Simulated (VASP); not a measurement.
# LiCl: lattice, stiffness and zone-centre modes, part 2 of 2

What lattice, stiffness and vibrations does LiCl have at one level of theory? The starting structure is a measured crystal structure from the Crystallography Open Database. All runs use LDA.

VASP 6.6.1.

So far. Step 3 (Elastic constants): The elastic tensor has C11 = 77.1, C12 = 23.2, C44 = 28.3 GPa; its Hill averages are a bulk modulus of 41.2 and a shear modulus of 27.7 GPa. Step 4 (Modes of the relaxed cell): The zone-centre modes at 15.262 Å³ an atom are T1u 228.4 cm⁻¹.

## (5) Modes at 0.97 of that volume

Level of this step: LDA; plane waves and PAW (Cl, Li_sv) (VASP).

Shape and positions were first relaxed at this volume, in a run that isn't shown.

INCAR

```
SYSTEM = LiCl
PREC = Accurate
ENCUT = 700
EDIFF = 1E-08
NELM = 100
ISMEAR = 0
SIGMA = 0.03
LREAL = .FALSE.
ALGO = Normal
GGA = CA
NBANDS = 11
LORBIT = 11
LWAVE = .FALSE.
LCHARG = .FALSE.
KPAR = 4
IBRION = 8
LEPSILON = .TRUE.
LPEAD = .TRUE.
ISIF = 2
```

POSCAR

```
LiCl
1.0
    0.0000000000      2.4554160510      2.4554160510
    2.4554160510      0.0000000000      2.4554160510
    2.4554160510      2.4554160510      0.0000000000
Cl Li
1 1
Direct
    0.5000000000      0.5000000000      0.5000000000
    0.0000000000      0.0000000000      0.0000000000
```

KPOINTS

```
Automatic mesh
0
Gamma
14 14 14
0 0 0
```

Potentials, in the order of the species: Cl and Li_sv (LDA family, release 64).

The run is started by

```
$ mpirun -np 4 vasp_std
```

What it wrote:

```text
[... set-up lines as in an earlier step ...]
 entering main loop
       N       E                     dE             d eps       ncg     rms          rms(c)
DAV:   1     0.459279951787E+02    0.45928E+02   -0.51047E+03  2288   0.105E+03
DAV:   2    -0.558267434373E+01   -0.51511E+02   -0.49466E+02  2946   0.166E+02
DAV:   3    -0.810140891153E+01   -0.25187E+01   -0.25106E+01  2999   0.386E+01
DAV:   4    -0.815817368366E+01   -0.56765E-01   -0.56714E-01  3192   0.590E+00
[...]
DAV:  10    -0.809070244237E+01   -0.64552E-05   -0.64253E-06  2902   0.203E-02    0.622E-03
DAV:  11    -0.809070235539E+01    0.86983E-07   -0.79946E-07  2776   0.670E-03    0.184E-03
DAV:  12    -0.809070234668E+01    0.87027E-08   -0.49157E-08  3557   0.165E-03
   1 F= -.80907023E+01 E0= -.80907023E+01  d E =-.561157E-39
 Linear response reoptimize wavefunctions to high precision
DAV:   1    -0.809070234608E+01    0.59970E-09   -0.12052E-09  2685   0.290E-04
DAV:   2    -0.809070234609E+01   -0.90949E-11   -0.84777E-11  1642   0.821E-05
 Linear response to external field (no local field effect), progress :
[...]
RMM:  13    -0.183069529632E+00    0.88605E-08    0.36123E-08 12835   0.864E-05    0.550E-07
 first order change of Fermi-energy   0.17869E-02
 force on displaced ion       1 direction 1 :  -1.357   0.000   0.000
 Born effective charge ion    1 direction 1 :  -1.158   0.000   0.000
 Linear response progress:
  Degree of freedom:   2/  2
       N       E                     dE             d eps       ncg     rms          rms(c)
RMM:   1    -0.163110700376E+00   -0.16311E+00    0.20029E+00  6990   0.176E+01
RMM:   2    -0.167874505057E+00   -0.47638E-02   -0.16633E-02  9725   0.103E+00    0.961E-02
RMM:   3    -0.167993568427E+00   -0.11906E-03   -0.30211E-03 11779   0.378E-01    0.497E-02
RMM:   4    -0.167930037434E+00    0.63531E-04   -0.64369E-04 12254   0.178E-01    0.835E-03
[...]
RMM:  27    -0.168011985978E+00   -0.23365E-07    0.89430E-07 10901   0.553E-04    0.226E-04
RMM:  28    -0.168011989438E+00   -0.34603E-08    0.82040E-07  8019   0.510E-04    0.238E-04
RMM:  29    -0.168012005460E+00   -0.16022E-07    0.75696E-07  9915   0.473E-04    0.248E-04
 first order change of Fermi-energy   0.66999E-04
 force on displaced ion       2 direction 1 :  -1.333   0.000   0.000
 Born effective charge ion    2 direction 1 :   1.158   0.000   0.000
 Born effective charges drift removed
 Linear response finished
```

Run time: 2.7 min. Hardware: 4 MPI ranks of Intel Xeon 6975P-C (Granite Rapids), shared host; peak memory 2.4 GiB; 11 min of CPU time.

From OUTCAR (step 5):

```text
  Total        0.2456772      0.2456772      0.2456772      0.0000000      0.0000000      0.0000000
  in kB       13.2944418     13.2944418     13.2944418      0.0000000      0.0000000      0.0000000
  external PRESSURE =      13.2944418 kB  Pullay stress =       0.0000000 kB

 POSITION                                       TOTAL-FORCE (eV/Angst)
 -----------------------------------------------------------------------------------
      2.45542      2.45542      2.45542        -0.000000      0.000000     -0.000000
      0.00000      0.00000      0.00000         0.000000     -0.000000      0.000000
 -----------------------------------------------------------------------------------
    total drift:                               -0.000000     -0.000000      0.000000

 MACROSCOPIC STATIC DIELECTRIC TENSOR (including local field effects in DFT)
 ------------------------------------------------------
           3.234606     0.000000    -0.000000
           0.000000     3.234606     0.000000
          -0.000000    -0.000000     3.234606
 ------------------------------------------------------

 MACROSCOPIC STATIC DIELECTRIC TENSOR IONIC CONTRIBUTION
 ------------------------------------------------------
           6.093841    -0.000000    -0.000000
          -0.000000     6.093841    -0.000000
          -0.000000    -0.000000     6.093841
 ------------------------------------------------------

[... 1 part as in an earlier step ...]

[... 1 further part left out ...]
```

The zone-centre modes at 14.804 Å³ an atom are T1u 249.2 cm⁻¹.

## (6) Modes at 1.03 of that volume

Shape and positions were first relaxed at this volume, in a run that isn't shown.

INCAR is that of step 5.

POSCAR

```
LiCl
1.0
    0.0000000000      2.5050337838      2.5050337838
    2.5050337838      0.0000000000      2.5050337838
    2.5050337838      2.5050337838      0.0000000000
Cl Li
1 1
Direct
    0.5000000000      0.5000000000      0.5000000000
    0.0000000000      0.0000000000      0.0000000000
```

KPOINTS is that of step 5.

The run is started by

```
$ mpirun -np 4 vasp_std
```

What it wrote:

```text
[... set-up lines as in an earlier step ...]
 entering main loop
       N       E                     dE             d eps       ncg     rms          rms(c)
DAV:   1     0.463171930809E+02    0.46317E+02   -0.49475E+03  2288   0.103E+03
DAV:   2    -0.545941410289E+01   -0.51777E+02   -0.49705E+02  2990   0.166E+02
DAV:   3    -0.809330922591E+01   -0.26339E+01   -0.26256E+01  2966   0.395E+01
DAV:   4    -0.816259030267E+01   -0.69281E-01   -0.69222E-01  3310   0.634E+00
[...]
DAV:  10    -0.809213013101E+01   -0.79035E-05   -0.73443E-06  2761   0.213E-02    0.740E-03
DAV:  11    -0.809213002023E+01    0.11077E-06   -0.10570E-06  2755   0.740E-03    0.155E-03
DAV:  12    -0.809213001338E+01    0.68569E-08   -0.51587E-08  3599   0.168E-03
   1 F= -.80921300E+01 E0= -.80921300E+01  d E =-.641994E-38
 Linear response reoptimize wavefunctions to high precision
DAV:   1    -0.809213001162E+01    0.17603E-08   -0.20103E-09  2752   0.365E-04
DAV:   2    -0.809213001165E+01   -0.34788E-10   -0.24604E-10  1675   0.119E-04
 Linear response to external field (no local field effect), progress :
[...]
RMM:  18    -0.184170118676E+00   -0.90212E-09    0.92010E-08  8838   0.335E-05    0.236E-07
 first order change of Fermi-energy   0.28263E-02
 force on displaced ion       1 direction 1 :  -0.945   0.000   0.000
 Born effective charge ion    1 direction 1 :  -1.171   0.000   0.000
 Linear response progress:
  Degree of freedom:   2/  2
       N       E                     dE             d eps       ncg     rms          rms(c)
RMM:   1    -0.161231127294E+00   -0.16123E+00    0.16506E+00  6974   0.168E+01
RMM:   2    -0.165818995894E+00   -0.45879E-02   -0.16628E-02  9771   0.101E+00    0.103E-01
RMM:   3    -0.165910858894E+00   -0.91863E-04   -0.31078E-03 11789   0.378E-01    0.542E-02
RMM:   4    -0.165818543730E+00    0.92315E-04   -0.66266E-04 12205   0.180E-01    0.815E-03
[...]
RMM:  43    -0.165902569345E+00   -0.10876E-08    0.24742E-07  7948   0.781E-05    0.441E-05
RMM:  44    -0.165902570437E+00   -0.10924E-08    0.22348E-07  7955   0.726E-05    0.465E-05
RMM:  45    -0.165902571528E+00   -0.10910E-08    0.20158E-07  7995   0.676E-05    0.487E-05
 first order change of Fermi-energy  -0.39157E-03
 force on displaced ion       2 direction 1 :  -0.941   0.000   0.000
 Born effective charge ion    2 direction 1 :   1.171   0.000   0.000
 Born effective charges drift removed
 Linear response finished
```

The job ended after 2.4 min (4 MPI ranks; peak memory 2.6 GiB; 9.7 min of CPU time).

From OUTCAR (step 6):

```text
  Total       -0.2249598     -0.2249598     -0.2249598     -0.0000000     -0.0000000      0.0000000
  in kB      -11.4642255    -11.4642255    -11.4642255     -0.0000000     -0.0000000      0.0000000
  external PRESSURE =     -11.4642255 kB  Pullay stress =       0.0000000 kB

 POSITION                                       TOTAL-FORCE (eV/Angst)
 -----------------------------------------------------------------------------------
      2.50503      2.50503      2.50503         0.000000      0.000000      0.000000
      0.00000      0.00000      0.00000         0.000000      0.000000     -0.000000
 -----------------------------------------------------------------------------------
    total drift:                               -0.000000     -0.000000      0.000000

 MACROSCOPIC STATIC DIELECTRIC TENSOR (including local field effects in DFT)
 ------------------------------------------------------
           3.145224    -0.000000     0.000000
           0.000000     3.145224     0.000000
           0.000000    -0.000000     3.145224
 ------------------------------------------------------

 MACROSCOPIC STATIC DIELECTRIC TENSOR IONIC CONTRIBUTION
 ------------------------------------------------------
           8.367456     0.000000     0.000000
           0.000000     8.367456     0.000000
           0.000000     0.000000     8.367456
 ------------------------------------------------------

[... 1 part as in an earlier step ...]

[... 1 further part left out ...]
```

The zone-centre modes at 15.720 Å³ an atom are T1u 209.1 cm⁻¹.

## (7) The runs compared

```tsv
run	volume (Å³/atom)	T1u	core minutes
relaxation	15.262	-	0.16
elastic constants	15.262	-	8.4
modes of the relaxed cell	15.262	228.4	10.5
modes at 0.97 of that volume	14.804	249.2	10.9
modes at 1.03 of that volume	15.72	209.1	9.73
```

Modes are in cm⁻¹, degenerate ones as one, matched by symmetry and order. A number in brackets counts the listed modes of one symmetry from the lowest. The symmetry labels come from an automatic analysis and can be wrong where levels nearly coincide. Core minutes are wall time times ranks of the run shown, on a shared host.

## (8) Outcome

```json
{
 "relaxed volume": "15.26 Å³/atom",
 "bulk modulus from two volumes": "41.1 GPa",
 "Hill shear modulus": "27.7 GPa",
 "mode T1u": "228.4 cm⁻¹",
 "Grüneisen parameter of T1u": "2.92"
}
```

At the LDA level LiCl relaxes to 15.26 Å³ an atom. The bulk modulus is 41.1 GPa from the pressures at two volumes and 41.2 GPa as the Hill average of the elastic tensor, so the two routes agree. The mode Grüneisen parameters, from the cells at 0.97 and 1.03 of the volume, come to 2.92 (T1u). The dielectric constants and Born charges in the logs aren't compared here; at a small gap they can be far off, and in a run without a gap they mean nothing. The frequencies are harmonic, and the splitting of polar modes by their long-range field is left out. All values are for a static lattice. Further runs on this material are not shown.

[Lines on the potential files, build, host, timing and source positions are cut from VASP's logs without a mark.]

[Logs are printed without paths, hosts, clocks, repeated set-up lines and the standing remarks that a program may print on its own settings, such as how far it seeks lower states.]

[Hosts, paths, dates, database ids (printed as entryN), source tags and the programs' standing remarks are cut or masked in the printed files.]
